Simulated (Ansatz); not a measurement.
**Strain and the gap of PbF2 (Fm-3m)**

A 3-atom cell of PbF2 started from a crystallographic database, relaxed with r2SCAN+rVV10 in the plane-wave code Ansatz. It is cubic, Fm-3m (No. 225); conventional cell a = 5.892 Å, 17.04 Å³ an atom. Around Pb lie 8 F at 2.55 Å; around F lie 4 Pb at 2.55 Å.

The axes x, y and z are those of this cell:
```xyz
3
Lattice="0.0000 2.9458 2.9458 2.9458 0.0000 2.9458 2.9458 2.9458 0.0000" Properties=species:S:1:pos:R:3 pbc="T T T"
Pb    0.0000    0.0000    0.0000
F     1.4729    1.4729    1.4729
F     4.4187    4.4187    4.4187
```

Unstrained: PBE gives an indirect gap of 4.415 eV, from W to X; the least direct gap is 4.563 eV at X. r2SCAN gives an indirect gap of 4.924 eV, from W to X; the least direct gap is 5.069 eV at X. HSE06 gives an indirect gap of 5.713 eV, from W to X; the least direct gap is 5.849 eV at X. Meshes: PBE 8×8×8, r2SCAN 8×8×8, HSE06 6×6×6. Strains are changes of length per length. After each strain the atoms were relaxed again with r2SCAN+rVV10 within the symmetry that the strain leaves, so tilts or polar shifts that break it weren't tested; points keep the names that they have in the unstrained zone. The values are computed, spin-unpolarised, and not measurements.

Changes of the least gap in eV (an overlap counts as a negative gap):
```json
{"strain": "uniaxial +2.56 % along y", "volume change (%)": "+2.6", "space group": "I4/mmm", "PBE": "-0.056", "r2SCAN": "-0.056", "HSE06": "-0.045"}
{"strain": "isotropic -1.72 % on every length", "volume change (%)": "-5.1", "space group": "Fm-3m", "PBE": "-0.023", "r2SCAN": "-0.031", "HSE06": "-0.057"}
```

Uniaxial +2.56 % along y, other directions held. HSE06: the gap goes from 5.713 to 5.668 eV (-0.045 eV); the edges go from W → X to (0.286, -0.214, -1/2) → X. Stress change with PBE, compression positive: xx -1.62, yy -2.97, zz -1.62 GPa.

Isotropic -1.72 % on every length. HSE06: the gap goes from 5.713 to 5.656 eV (-0.057 eV). Stress change with PBE, compression positive: xx +5.03, yy +5.03, zz +5.03 GPa. For HSE06, dE_g/d ln V = 1.1 eV over this step.

Spin-orbit coupling is left out; in compounds of Pb, Bi, Tl or Hg it can lower a gap by up to about 1 eV, split its edges or invert the bands.

Where an edge lies off the special points, it is a point of the mesh or the k point where a search put PBE's edge or least direct gap, reused for the other functionals, whose own edges may lie a little apart.

Coordinates of k points refer to the reciprocal vectors of the primitive cell of the runs.

The meshes of the hybrids are coarse, so their gaps aren't converged to the digits shown.
